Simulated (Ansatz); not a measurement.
# ZnO (zincite) (P6_3mc) in Ansatz: settings compared

The runs below take ZnO (zincite) through relaxation of cell and atoms, single point, with BLYP+D4, PBE.

Everything below comes from runs of Ansatz 0.2.0. Logs are shortened: lines on timing, memory, paths and dates and some standing lists are left out, and cuts for length are marked.

**Experimental background.**

From “Electronic structure of alkaline earth and post-transition metal oxides”, 2009, arxiv:0908.1581, for a bulk crystal of ZnO: band gap 3.37 eV.

The results are compared with them further down.

## Step 1: The structure

The structure is hexagonal, space group P6_3mc (No. 186). The conventional cell has a = 3.249 Å, b = 3.249 Å, c = 5.206 Å, α = 90.00°, β = 90.00°, γ = 120.00°. Zn (site symmetry 3m) has 4 O at 1.97 to 1.98 Å as nearest neighbours. O (site symmetry 3m) has 4 Zn at 1.97 to 1.98 Å as nearest neighbours.

## Step 2: Relaxation of cell and atoms, BLYP+D4

input.yaml reads:

```yaml
crystal:
  lattice:
    - [3.249308, 0.0, 0.0]
    - [-1.624654, 2.8139832727, 0.0]
    - [0.0, 0.0, 5.205709]
  atoms:
    - { symbol: Zn, position: [0.6666666667, 0.3333333333, 0.0] }
    - { symbol: Zn, position: [0.3333333333, 0.6666666667, 0.5] }
    - { symbol: O, position: [0.3333333333, 0.6666666667, 0.87901] }
    - { symbol: O, position: [0.6666666667, 0.3333333333, 0.37901] }
hamiltonian:
  xc: blyp
  pseudopotentials: { kind: paw }
  dispersion: d4
kpoints:
  mp_grid: { grid: [9, 9, 5] }
scf:
  occupations: { method: fermi_dirac, width: 0.05 }
output:
  forces: true
  stress: true
relax:
  f_tol: 0.01
  max_steps: 40
  cell: { stress_tol: 0.05 }
```

Potentials or basis: Ansatz PAW.

Started as:

```sh
ansatz run input.yaml --threads 2 --pin off --max-ram 5632MiB --backend cpu --events-out ev --progress --plain --runs-dir out
```

Standard output:

```text
Warning: RAYON_NUM_THREADS=2 ignored (pool sized by the plan → 2); use --threads N
Engine: ansatz 0.2.0, x86_64-unknown-linux-gnu
Pseudopotentials: kind: paw
Pseudopotential: Zn, paw, valence charge 12, recommended cutoff 420 eV (normal), Zn.paw.azcp
Pseudopotential: O, paw, valence charge 6, recommended cutoff 420 eV (normal), O.paw.azcp
Functional definition: BLYP
  parameter beta = 0.0042
  parameter a = 0.04918
  parameter b = 0.132
  parameter c = 0.2533
  parameter d = 0.349
  exchange = b88_x(beta = beta)
  correlation = lyp_c(a = a, b = b, c = c, d = d)
Crystal: 4 atoms, lattice volume = 47.598 Å³
Basis set: ecut = 420 eV, 941 PW (Γ), exchange–correlation on 48×48×72 points (8 copies of the dense FFT grid, shifted against one another)
Bands: 22, of which v1, the nominal top of the filled ones, is band 18 counted from 1 (17 counted from 0)
Symmetry: 12 space group operations
Space group: P63mc (ITA 186), of the structure as read, at distance tolerance 3.6e-5 Å
k-points: 36 of 405 (time reversal used)
Non-local potential: Zn, projectors of the file, l = 0: 2, l = 1: 2, l = 2: 3, l = 3: 1
Non-local potential: O, projectors of the file, l = 0: 2, l = 1: 2, l = 2: 1
PAW form: soft (Blöchl's): semilocal exchange-correlation on the pseudo side does not see the compensation charge
PAW frozen core: Zn, regenerated for the run's functional, and the local potential with it (the file was generated under x = pbe(κ = 0.804, μ = 0.2195149727645171), c = pbe(β = 0.06672455060314922))
PAW frozen core: O, regenerated for the run's functional, and the local potential with it (the file was generated under x = pbe(κ = 0.804, μ = 0.2195149727645171), c = pbe(β = 0.06672455060314922))
PAW one-centre angular grid: Zn, 590 points (default); XC on 64 Gauss nodes
PAW one-centre angular grid: O, 110 points (default); XC on 64 Gauss nodes
Initial density: superposition of atomic densities (neutral atoms: chi_scale 0, normalization atom), corrected by the library's trained network
Initial wavefunctions: pseudopotential atomic-orbital guess
Functional: x = b88, c = lyp
SCF iter   1: F=—  HF=-7798.529688 eV  |F-HF|=—  |Δ(HF+E_count)|=         —  Δρ=1.72e-2  dr2=9.94e-2  ethr=1.77e-3  ⟨swp⟩=6.0  Hψ=3574  notcnv=0
preconditioner: auto → Resta (q_TF=auto, 2.604 Å⁻¹)  ε∞=7.4  [insulator: Δε(μ)=1.073 eV  Ē_g=12.806 eV  σ=0.050 eV  W_gap=1.00  n_scr=22 (ndim 8)  ℏωp=32.3 eV  f_vac=0.035  D(μ)=0.00/eV (n_scr^D=0)  ε∞_Penn≈7.4]
SCF iter   2: F=—  HF=-7798.504562 eV  |F-HF|=—  |Δ(HF+E_count)|=   2.51e-2  Δρ=2.40e-3  dr2=2.69e-3  ethr=2.76e-4  ⟨swp⟩=2.4  Hψ=1760  notcnv=0
SCF iter   3: F=—  HF=-7798.504298 eV  |F-HF|=—  |Δ(HF+E_count)|=   2.63e-4  Δρ=1.08e-3  dr2=6.08e-4  ethr=7.48e-6  ⟨swp⟩=2.2  Hψ=1267  notcnv=0
SCF iter   4: F=—  HF=-7798.504396 eV  |F-HF|=—  |Δ(HF+E_count)|=   9.75e-5  Δρ=6.90e-4  dr2=2.74e-4  ethr=1.69e-6  ⟨swp⟩=2.1  Hψ=1289  notcnv=0
SCF iter   5: F=—  HF=-7798.504333 eV  |F-HF|=—  |Δ(HF+E_count)|=   6.30e-5  Δρ=1.66e-4  dr2=8.33e-6  ethr=7.62e-7  ⟨swp⟩=2.0  Hψ=1363  notcnv=0
SCF iter   6: F=—  HF=-7798.504245 eV  |F-HF|=—  |Δ(HF+E_count)|=   8.82e-5  Δρ=4.49e-5  dr2=5.40e-7  ethr=2.31e-8  ⟨swp⟩=2.0  Hψ=1354  notcnv=0
SCF iter   7: F=-7798.504245 eV  HF=-7798.504245 eV  |F-HF|=6.14e-8  |Δ(HF+E_count)|=   3.98e-7  Δρ=1.02e-5  dr2=3.87e-8  ethr=2.78e-10  ⟨swp⟩=4.3  Hψ=2990  notcnv=0
[... 72 lines left out ...]
SCF iter   2: F=—  HF=-7798.513436 eV  |F-HF|=—  |Δ(HF+E_count)|=   1.28e-4  Δρ=7.44e-6  dr2=2.58e-8  ethr=2.37e-10  ⟨swp⟩=2.1  Hψ=1459  notcnv=0
SCF iter   3: F=—  HF=-7798.513436 eV  |F-HF|=—  |Δ(HF+E_count)|=   6.29e-9  Δρ=5.35e-6  dr2=1.01e-8  ethr=7.16e-11  ⟨swp⟩=2.9  Hψ=1459  notcnv=0
SCF iter   4: F=—  HF=-7798.513436 eV  |F-HF|=—  |Δ(HF+E_count)|=   3.15e-9  Δρ=1.58e-6  dr2=8.15e-10  ethr=2.80e-11  ⟨swp⟩=2.1  Hψ=1276  notcnv=0
SCF iter   5: F=—  HF=-7798.513436 eV  |F-HF|=—  |Δ(HF+E_count)|=  4.77e-10  Δρ=8.02e-7  dr2=1.68e-10  ethr=2.26e-12  ⟨swp⟩=2.1  Hψ=1327  notcnv=0
SCF iter   6: F=—  HF=-7798.513436 eV  |F-HF|=—  |Δ(HF+E_count)|=  1.76e-10  Δρ=5.53e-7  dr2=1.06e-10  ethr=1.00e-12  ⟨swp⟩=4.8  Hψ=3140  notcnv=0
SCF iter   7: F=-7798.513436 eV  HF=-7798.513436 eV  |F-HF|=9.09e-13  |Δ(HF+E_count)|=  9.09e-13  Δρ=5.81e-8  dr2=1.12e-12  ethr=1.00e-12  ⟨swp⟩=2.7  Hψ=3114  notcnv=0
SCF 8 converged in 7 iterations: F = -7798.513436 eV  dr2 = 1.12e-12
relax step   8: F+E_penalty+E_count = -7798.51343605 eV  Δ(F+E_penalty+E_count) = -1.594e-4 eV  max|allowed force component| = 1.460e-4 eV/Å  Δτ_max = 0.0000 Å  P = +0.010 GPa  Ω = 48.511 Å³  stress off target by 2.09e-2 GPa  SCF on the basis re-selected at this cell (its energy is not comparable with the rows above)  (7 SCF iters)
basis re-selected at this cell: Δ(F+E_penalty+E_count) = -1.594e-4 eV, ΔP = +0.003 GPa vs the last step (what re-selecting the basis moved, of the pressure what is left beyond the Pulay correction that the steps carried, after the strain that the cell walked since its last selection, with what the two solves' SCF thresholds leave and, on support functions, any second-order correction that the steps lacked; it is no measure of the basis error at this ecutwfc). This SCF's stress stands 2.09e-2 GPa from its target on what of the cell is left free (relax.cell.stress_tol is 5.00e-2 GPa) and its largest allowed force component is 1.46e-4 eV/Å (relax.f_tol is 1.00e-2 eV/Å): within both
SCF converged after 7 iterations
Free energy (F): -7798.513436 eV
Harris-Foulkes:  -7798.513436 eV  (|F-HF|=9.09e-13)
Internal energy: -7798.513435 eV  (E = F + TS)
E sigma→0 (E₀):  -7798.513435 eV
Entropy (-TS):   -0.000001 eV (-0.000 meV/atom)
Fermi energy:    7.721193 eV
--- Per-component energies (eV) ---
  E_band       = 67.352785
  E_kinetic    = 612.501409
  E_local      = -4032.054959  (includes V_loc(G=0)·N_el)
  E_nonlocal   = 1332.026360
  E_hartree    = 1659.971579
  E_xc         = -416.161506
  E_vxc        = -285.150839  (∫ρ·V_xc dr)
  E_paw        = -4008.696845  (= ΣΔE_a)
  E_vpaw       = -879.916699  (= ΣTr[D̂ρ^β])
  E_aug_tail   = 0.004297  (compensation charges beyond the density's cutoff)
  E_ewald      = -2944.209968
  E_disp       = -1.768067  (pairwise vdW)
  E_core_change = -0.125735  (= ΣΔE_core)
  E_smearing   = -0.000001  (= −TS)
  E_closure    = -0.000000  (closes the sum)
  Σ components = -7798.513436   (vs F -7798.513436, Δ=0.00e0)
--- Forces (eV/Å), atoms counted from 1 ---
  atom   1  Zn     0.00000000     0.00000000    -0.00013055
  atom   2  Zn    -0.00000000     0.00000000    -0.00013055
  atom   3  O      0.00000000    -0.00000000     0.00016141
  atom   4  O     -0.00000000     0.00000000     0.00016141
  max |Σ_I F_I| component: 6.17e-5 eV/Å
--- Stress (GPa, compression-positive) ---
        0.003928      -0.000000       0.000000
       -0.000000       0.003928       0.000000
        0.000000       0.000000       0.020898
  P = ⅓ Tr σ = 0.0096 GPa (0.096 kbar)
--- Relaxed structure (6 steps of the walk, 6 accepted, 2 SCFs on fresh bases) ---
  F+E_penalty+E_count = -7798.51343605 eV   max|allowed force component| = 1.460e-4 eV/Å   (the final SCF, on the basis selected at the relaxed cell)
  cell:  # Å, volume = 48.5108 Å³
    - [3.257549692733105, -9.245402546982824e-34, -1.7267677908761697e-34]
    - [-1.6287748463665526, 2.821120787997062, 8.619501933113818e-19]
    - [9.221502578298876e-34, 1.5945588313862086e-18, 5.278680057394711]
  atoms:
    - { symbol: Zn, position: [0.6666666666666667, 0.33333333333333337, 0.0006077876017416651] }
    - { symbol: Zn, position: [0.33333333333333337, 0.6666666666666667, 0.5006077876017417] }
    - { symbol: O, position: [0.33333333333333337, 0.6666666666666667, 0.8784022123982582] }
    - { symbol: O, position: [0.6666666666666667, 0.33333333333333337, 0.3784022123982584] }
```

It took 61 s on 2 threads of Intel Xeon at 2.50GHz (Skylake/Cascade Lake), shared host; peak memory 0.39 GiB.

What came out:

- Free energy: -7798.5134 eV
- Relaxed volume: 12.13 Å³/atom
- Relaxed cell: a = 3.258 Å, b = 3.258 Å, c = 5.279 Å, α = 90.00°, β = 90.00°, γ = 120.00°
- Space group after relaxing (to 0.05 Å): P6_3mc (No. 186)
- Energy gained by relaxing: 2.3 meV/atom
- Ionic steps: 8
- Pressure after relaxing: 0.0 GPa
- Band gap on the k mesh: 0.91 eV

Step by step:
```csv
step,energy change (eV),largest force (eV/Å),volume (Å³)
1,0.0000,0.0617,47.60
2,-0.0045,0.0336,48.06
3,-0.0042,0.0129,48.44
4,-0.0043,0.0026,48.45
5,-0.0042,0.0002,48.46
6,-0.0093,0.0006,48.46
7,-0.0090,0.0002,48.51
8,-0.0092,0.0002,48.51
```

Final structure:
```cif
data_structure
_symmetry_space_group_name_H-M 'P 1'
_symmetry_Int_Tables_number 1
_cell_length_a 3.2575
_cell_length_b 3.2575
_cell_length_c 5.2787
_cell_angle_alpha 90.000
_cell_angle_beta 90.000
_cell_angle_gamma 120.000
_cell_volume 48.51
loop_
_atom_site_label
_atom_site_type_symbol
_atom_site_fract_x
_atom_site_fract_y
_atom_site_fract_z
_atom_site_occupancy
Zn1 Zn 0.66667 0.33333 0.00061 1
Zn2 Zn 0.33333 0.66667 0.50061 1
O1 O 0.33333 0.66667 0.87840 1
O2 O 0.66667 0.33333 0.37840 1
```

Caveat: odd divisions of the mesh miss points on the zone boundary, where band edges often lie, so the gap on the mesh can be too wide; the plane-wave basis is chosen anew once the cell has moved, so the energies of steps on either side of that aren't comparable; the pressure holds a Pulay correction of +0.9 GPa for the finite cutoff; the PAW data sets come from PBE, with cores solved anew for the run's functional, which leaves a small shift of forces and pressure. Zero-point motion and thermal expansion aren't in these numbers.

## Step 3: Single point, PBE

Changes to input.yaml since step 2:

```diff
@@ -11,5 +11,4 @@
 hamiltonian:
-  xc: blyp
+  xc: pbe
   pseudopotentials: { kind: paw }
-  dispersion: d4
 kpoints:
@@ -17,3 +16,3 @@
 scf:
-  occupations: { method: fermi_dirac, width: 0.05 }
+  occupations: { method: gaussian, width: 0.029 }
 output:
@@ -21,5 +20,6 @@
   stress: true
-relax:
-  f_tol: 0.01
-  max_steps: 40
-  cell: { stress_tol: 0.05 }
+  eigenvalues: true
+  write_density: true
+  write_potential: true
+  elf: true
+  volumetric_format: npy
```

Potentials or basis: Ansatz PAW.

Started as:

```sh
ansatz run input.yaml --threads 2 --pin off --max-ram 5632MiB --backend cpu --events-out ev --progress --plain --runs-dir out
```

Standard output:

```text
Warning: RAYON_NUM_THREADS=2 ignored (pool sized by the plan → 2); use --threads N
[... 4 set-up lines as earlier in the session ...]
Functional definition: PBE
  parameter kappa = 0.804
  parameter beta = 0.06672455060314922
  exchange = pbe_x(kappa = kappa, mu = beta*pi^2/3)
  correlation = pbe_c(beta = beta)
Crystal: 4 atoms, lattice volume = 47.598 Å³
Basis set: ecut = 420 eV, 941 PW (Γ), exchange–correlation on 48×48×72 points (8 copies of the dense FFT grid, shifted against one another)
Bands: 22, of which v1, the nominal top of the filled ones, is band 18 counted from 1 (17 counted from 0)
[... 2 set-up lines as earlier in the session ...]
k-points: 36 of 405 (time reversal used)
[... 7 set-up lines as earlier in the session ...]
Functional: x = pbe(κ = 0.804, μ = 0.2195149727645171), c = pbe(β = 0.06672455060314922)
SCF iter   1: F=—  HF=-7773.665039 eV  |F-HF|=—  |Δ(HF+E_count)|=         —  Δρ=6.59e-4  dr2=6.16e-5  ethr=1.77e-3  ⟨swp⟩=6.1  Hψ=3600  notcnv=0
preconditioner: auto → Resta (q_TF=auto, 2.604 Å⁻¹)  ε∞=7.5  [insulator: Δε(μ)=0.806 eV  Ē_g=12.691 eV  σ=0.029 eV  W_gap=1.00  n_scr=22 (ndim 8)  ℏωp=32.3 eV  f_vac=0.035  D(μ)=0.00/eV (n_scr^D=0)  ε∞_Penn≈7.5]
SCF iter   2: F=—  HF=-7773.666244 eV  |F-HF|=—  |Δ(HF+E_count)|=   1.20e-3  Δρ=4.11e-4  dr2=2.69e-5  ethr=1.71e-7  ⟨swp⟩=2.8  Hψ=2055  notcnv=0
SCF iter   3: F=—  HF=-7773.666320 eV  |F-HF|=—  |Δ(HF+E_count)|=   7.68e-5  Δρ=2.38e-4  dr2=1.18e-5  ethr=7.48e-8  ⟨swp⟩=2.0  Hψ=1368  notcnv=0
SCF iter   4: F=—  HF=-7773.666358 eV  |F-HF|=—  |Δ(HF+E_count)|=   3.74e-5  Δρ=1.06e-4  dr2=2.27e-6  ethr=3.27e-8  ⟨swp⟩=2.0  Hψ=1338  notcnv=0
SCF iter   5: F=—  HF=-7773.666366 eV  |F-HF|=—  |Δ(HF+E_count)|=   8.57e-6  Δρ=2.85e-5  dr2=2.09e-7  ethr=6.31e-9  ⟨swp⟩=2.0  Hψ=1379  notcnv=0
SCF iter   6: F=-7773.666367 eV  HF=-7773.666367 eV  |F-HF|=3.54e-8  |Δ(HF+E_count)|=   6.67e-7  Δρ=1.51e-5  dr2=7.87e-8  ethr=2.78e-10  ⟨swp⟩=9.1  Hψ=5982  notcnv=0
SCF 1 converged in 6 iterations: F = -7773.666367 eV  dr2 = 7.87e-8
SCF converged after 6 iterations
Free energy (F): -7773.666367 eV
Harris-Foulkes:  -7773.666367 eV  (|F-HF|=3.54e-8)
Internal energy: -7773.666367 eV  (E = F + TS)
E sigma→0 (E₀):  -7773.666367 eV
Fermi energy:    7.624305 eV
--- Per-component energies (eV) ---
  E_band       = 65.615313
  E_kinetic    = 611.974946
  E_local      = -4003.455367  (includes V_loc(G=0)·N_el)
  E_nonlocal   = 1335.429386
  E_hartree    = 1645.556971
  E_xc         = -420.048981
  E_vxc        = -289.987090  (∫ρ·V_xc dr)
  E_paw        = -3980.532821  (= ΣΔE_a)
  E_vpaw       = -879.460904  (= ΣTr[D̂ρ^β])
  E_aug_tail   = 0.004244  (compensation charges beyond the density's cutoff)
  E_ewald      = -2962.594745
  E_smearing   = -0.000000  (= −TS)
  E_closure    = 0.000000  (closes the sum)
  Σ components = -7773.666367   (vs F -7773.666367, Δ=0.00e0)
--- Forces (eV/Å), atoms counted from 1 ---
  atom   1  Zn    -0.00000000     0.00000000    -0.06997508
  atom   2  Zn    -0.00000000    -0.00000000    -0.06997508
  atom   3  O     -0.00000000     0.00000000     0.06994191
  atom   4  O      0.00000000    -0.00000000     0.06994191
  max |Σ_I F_I| component: 6.64e-5 eV/Å
--- Stress (GPa, compression-positive) ---
        4.347666       0.000000      -0.000000
       -0.000000       4.347666      -0.000000
        0.000000      -0.000000       6.050585
  P = ⅓ Tr σ = 4.9153 GPa (49.153 kbar)
--- Band table (eV; the first three rows and the last of 36) ---
  k-point 0: bands = ["-10.8513", "-10.1177", "1.5263", "1.5263", "1.5655", "1.6115", "1.7236", "1.7236", "2.6961", "2.6961", "2.9097", "2.9097", "3.1768", "6.4114", "6.4114", "7.1491", "7.2216", "7.2216", "8.0263", "12.4528", "15.4876", "20.0994"]
  k-point 1: bands = ["-10.7848", "-10.1914", "1.4520", "1.4933", "1.5363", "1.5363", "1.6948", "1.6948", "2.7241", "2.7241", "2.8980", "2.8980", "3.6141", "6.4384", "6.4903", "6.4903", "7.1457", "7.1457", "8.8639", "12.1200", "15.7887", "20.0909"]
  k-point 2: bands = ["-10.6071", "-10.3806", "1.3075", "1.3540", "1.5709", "1.5709", "1.6309", "1.6309", "2.7902", "2.7902", "2.8573", "2.8573", "4.5067", "5.4819", "6.6958", "6.6958", "6.9463", "6.9463", "10.0893", "11.2528", "16.6822", "18.1722"]
  k-point 35: bands = ["-9.9911", "-9.9911", "1.5246", "1.5246", "1.6454", "1.8476", "2.2872", "2.2872", "2.6870", "2.7239", "3.1932", "3.1932", "3.5445", "3.5445", "4.2449", "4.8439", "5.9328", "5.9328", "15.1701", "15.1834", "15.1834", "15.2940"]
```

rho_z.tsv:

```text
# z_ang	rho[e/angstrom^3]
# format = ansatz-planar-average/11
# lattice	3.249308000	0.000000000	0.000000000
# lattice	-1.624654000	2.813983273	0.000000000
# lattice	0.000000000	0.000000000	5.205709000
# sites	4
# site	30	1.624654000	0.937994424	0.000000000
# site	30	0.000000000	1.875988848	2.602854500
# site	8	0.000000000	1.875988848	4.575870268
# site	8	1.624654000	0.937994424	1.973015768
0.000000	1.930642e0
0.144603	1.554608e0
0.289206	9.318931e-1
0.433809	4.837974e-1
0.578412	2.665978e-1
0.723015	1.725331e-1
[... 28 lines left out ...]
4.916503	1.358368e0
5.061106	1.760879e0
```

Run time: 9.7 s. Hardware: 2 threads of Intel Xeon at 2.50GHz (Skylake/Cascade Lake), shared host; peak memory 0.38 GiB.

Results:

| Quantity | Value |
| --- | --- |
| Free energy | -7773.6664 eV |
| Pressure | 4.9 GPa |
| Largest force | 0.070 eV/Å |
| Band gap on the k mesh | 0.80 eV, direct |

Forces on the atoms (eV/Å):
```
Zn   0.000  0.000 -0.070
Zn   0.000  0.000 -0.070
O    0.000  0.000  0.070
O    0.000  0.000  0.070
```

Caveat: odd divisions of the mesh miss points on the zone boundary, where band edges often lie, so the gap on the mesh can be too wide; the pressure holds a Pulay correction of +0.7 GPa for the finite cutoff.

## Step 4: How close it comes

Step 3. Measured gap of ZnO: 3.37 eV (quoted in “Electronic structure of alkaline earth and post-transition metal oxides”, 2009, arxiv:0908.1581). This calculation gives 0.80 eV (-2.57 eV). So large a miss can be the level of theory's own, or it may mean another phase, state or a wrong row. The value is that of PBE, without temperature or zero-point motion. Semilocal functionals fall short of measured gaps as a rule.
